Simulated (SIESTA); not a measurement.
The system is SiC (Moissanite).

```
Si C
1.0
     3.07600    0.00000    0.00000
    -1.53800    2.66389    0.00000
     0.00000    0.00000    5.04800
Si C
2 2
Direct
  0.66667 0.33333 0.50000
  0.33333 0.66667 0.00000
  0.66667 0.33333 0.88500
  0.33333 0.66667 0.38500
```

Base run:

```yaml
Program: SIESTA 5.4.2
Functional: vdW-DF-cx
Potentials_or_basis: PseudoDojo 0.4 standard (PBE files)
Basis: DZP (energy shift 0.003 Ry)
Grid_cutoff: 500 Ry
Energy_shift: 0.003 Ry
k_mesh: 10 × 10 × 5
Occupations: fermi-dirac, width 0.05 eV
Spin: no spin polarisation
```

Its results: band gap on the k mesh 2.38 eV, indirect (least direct gap 4.04 eV); pressure 5.5 GPa; largest force 0.849 eV/Å.

**Question.** The run is repeated on the same cell with these changes: functional from vdW-DF-cx to BLYP. What comes out?

**Answer.** Band gap on the k mesh 2.76 eV, indirect (least direct gap 4.34 eV); pressure 13.3 GPa; largest force 0.844 eV/Å.

Caveats: the potentials were made for another functional, which shifts forces and pressure; the mesh misses the band edges, which the band path finds closer together; the basis of atomic orbitals isn't converged, which shifts pressures, moduli and gaps.

Not every run made on this cell is shown here.
